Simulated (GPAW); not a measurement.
Wanted: an ASE script for a GPAW 26.7.0 run.

* Task: single point
* Functional: PBE
* Potentials or basis: GPAW PAW data sets (gpaw-data 1.2.1)
* Cutoff: 650 eV
* Basis: pw
* k mesh: 7 × 7 × 7
* Occupations: fermi-dirac, width 0.05 eV
* Spin: no spin polarisation
* Maxiter: 120
* Convergence: default

Crystal: BeTe.

```xyz
2
Lattice="0.0000 2.7700 2.7700 2.7700 0.0000 2.7700 2.7700 2.7700 0.0000" Properties=species:S:1:pos:R:3 pbc="T T T"
Te    4.1550    4.1550    4.1550
Be    0.0000    0.0000    0.0000
```

The input as run:

run.py

```python
from ase import Atoms
from ase.dft.bandgap import bandgap
from ase.io import write
from ase.units import GPa
from gpaw import GPAW, PW

atoms = Atoms(['Te', 'Be'],
              cell=[[0.0, 2.77, 2.77],
                    [2.77, 0.0, 2.77],
                    [2.77, 2.77, 0.0]],
              scaled_positions=[[0.75, 0.75, 0.75],
                                [0.0, 0.0, 0.0]],
              pbc=True)

calc = GPAW(mode=PW(650),
            xc='PBE',
            kpts={'size': (7, 7, 7), 'gamma': True},
            occupations={'name': 'fermi-dirac', 'width': 0.05},
            nbands=11,
            maxiter=120,
            txt='gpaw.txt')
atoms.calc = calc
energy = atoms.get_potential_energy()
forces = atoms.get_forces()
stress = atoms.get_stress()
calc.write('gs.gpw')
write('result.traj', atoms)
print(f'Energy: {energy:.6f} eV')
print('Forces (eV/A):')
print(forces.round(4))
print('Stress (GPa):', (stress / GPa).round(3))
print('Fermi level:', round(calc.get_fermi_level(), 4), 'eV')
print(f'Gap: {bandgap(calc)[0]:.4f} eV, direct: {bandgap(calc, direct=True)[0]:.4f} eV')
```

Potentials or basis: GPAW PAW data sets (gpaw-data 1.2.1), pw.

Launch:

```console
$ OMP_NUM_THREADS=1 python run.py
```

It gave:

| Property | Result |
| --- | --- |
| Pressure | 4.4 GPa |
| Band gap on the k mesh | 1.92 eV, indirect (least direct gap 3.58 eV) |

Caveat: the cutoff is short for stress and forces, so pressures can be off by a GPa or more; spin-orbit coupling is left out, which moves the levels of the heavy elements; an odd mesh through Γ misses points on the zone boundary, where band edges often lie.

It took 6.5 s on 1 thread of Arm Neoverse V2, with other jobs on the host, peak memory 0.14 GiB.
